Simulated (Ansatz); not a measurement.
## Zn under changes of volume

One of the cells (15.330 Å³/atom); the others are scaled copies at fixed shape and fractional positions:

```
Zn
1.0
     2.67000    0.00000    0.00000
    -1.33500    2.31229    0.00000
     0.00000    0.00000    4.96600
Zn
2
Cartesian
  1.3350 0.7708 3.7245
  0.0000 1.5415 1.2415
```

```yaml
Program: Ansatz 0.2.0
Functional: PBEsol
Potentials_or_basis: Ansatz PAW
Cutoff: "420 eV (not typed: the program's choice for these potentials)"
k_mesh: 11 × 11 × 6
Occupations: fermi-dirac, width 0.05 eV
Spin: no spin polarisation
```

| volume (Å³/atom) | energy over the lowest point (meV/atom) | pressure (GPa) |
| --- | --- | --- |
| 14.410 | 0.00 | -1.1 |
| 14.716 | 3.78 | -2.8 |
| 15.023 | ? | ? |
| 15.330 | 20.22 | -5.6 |
| 15.636 | 32.12 | -6.8 |
| 15.943 | 46.07 | -7.8 |
| 16.249 | 61.80 | -8.6 |

Problem. What does the run at 15.023 Å³/atom give?

Solution. Energy over the lowest point 10.65 meV/atom; pressure -4.3 GPa.

Worked out: A Birch-Murnaghan fit of order 3 (a polynomial in V^(-2/3)) to the other rows has its minimum at 14.23 Å³/atom, just outside them, with B0 = V·E''(V) = 92 GPa and B' = 5.2 at fixed shape and positions, which overstates the stiffness. It gives 10.65 meV/atom at 15.023 Å³/atom, against the run's 10.65, and -dE/dV = -4.3 GPa, against -4.3.

Energies are extrapolated to zero smearing.

Caveats: the PAW data sets come from PBE, with cores solved anew for the run's functional, which leaves a small shift of forces and pressure.
